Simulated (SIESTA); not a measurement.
Crystal: ZnS.

```xyz
2
Lattice="0.0000 2.7020 2.7020 2.7020 0.0000 2.7020 2.7020 2.7020 0.0000" Properties=species:S:1:pos:R:3 pbc="T T T"
Zn    4.0530    4.0530    4.0530
S     0.0000    0.0000    0.0000
```

Base run:

* Program: SIESTA 5.4.2
* Functional: PBE
* Potentials or basis: PseudoDojo 0.4 standard (PBE files)
* Basis: SZP (energy shift 0.003 Ry)
* Grid cutoff: 800 Ry
* Energy shift: 0.003 Ry
* k mesh: 9 × 9 × 9
* Occupations: fermi-dirac, width 0.05 eV
* Spin: no spin polarisation

Its results: band gap on the k mesh 4.05 eV, indirect (least direct gap 5.26 eV); pressure 0.6 GPa.

Question: The run is repeated on the same cell with these changes: basis from SZP (energy shift 0.003 Ry) to DZDP (energy shift 0.003 Ry; two zetas on semicore shells). What comes out?

Answer: Band gap on the k mesh 2.57 eV, direct; pressure 2.0 GPa.

Caveats: short orbitals over semicore shells can move pressures by several GPa; the valence orbitals were made in a potential fitted to the semicore shell under them, which widens gaps by tenths of an eV or more; an odd mesh through Γ misses points on the zone boundary, where band edges often lie; the basis of atomic orbitals isn't converged, which shifts pressures, moduli and gaps.
